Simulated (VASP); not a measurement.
**CsPbCl3: dielectric tensor with PBE**

CsPbCl3:

```
Cs Pb Cl
1.0
     5.61857    0.00000    0.00000
     0.00000    5.61857    0.00000
     0.00000    0.00000    5.61857
Cs Pb Cl
1 1 3
Direct
  0.00000 0.00000 0.00000
  0.50000 0.50000 0.50000
  0.50000 0.50000 0.00000
  0.00000 0.50000 0.50000
  0.50000 0.00000 0.50000
```

| Quantity | Value |
| --- | --- |
| Program | VASP 6.6.1 |
| Task | dielectric tensor |
| Functional | PBE |
| Potentials or basis | VASP PAW PBE potentials, release 64 (Cs_sv, Pb_d, Cl) |
| Cutoff | 520 eV |
| k mesh | 6 × 6 × 6 |
| Occupations | gaussian, width 0.03 eV |
| Spin | no spin polarisation |
| Monkhorst-Pack mesh | yes |
| Further INCAR settings | ALGO = Normal; EDIFF = 1e-08 |

* Electronic dielectric tensor (diagonal): 3.78
* Born charges (mean of the diagonal): Cs +1.30; Pb +3.91; Cl -1.74 e

Levels at points of the mesh, in eV from the valence-band top:
```
           k point  band 20  band 21  band 22  band 23  band 24  band 25
(0.08, 0.08, 0.08)    -2.09    -2.05    -2.05     4.01     4.91     4.91
```

Electronic dielectric tensor:
```
3.78 0.00 0.00
0.00 3.78 0.00
0.00 0.00 3.78
```

Born effective charge tensors (e):
atom 1, Cs
```
1.30 0.00 0.00
0.00 1.30 0.00
0.00 0.00 1.30
```
atom 2, Pb
```
3.91 0.00 0.00
0.00 3.91 0.00
0.00 0.00 3.91
```
atom 3, Cl
```
-0.76  0.00  0.00
 0.00 -0.76  0.00
 0.00  0.00 -3.69
```
atom 4, Cl
```
-3.69  0.00  0.00
 0.00 -0.76  0.00
 0.00  0.00 -0.76
```
atom 5, Cl
```
-0.76  0.00  0.00
 0.00 -3.69  0.00
 0.00  0.00 -0.76
```

Wall time 5 min on 2 MPI ranks on Intel(R) Xeon(R) Platinum 8559C (Emerald Rapids), with other jobs on the host, peak memory 0.46 GiB a rank.

Spin-orbit coupling is left out, which matters for the levels of Cs, Pb.
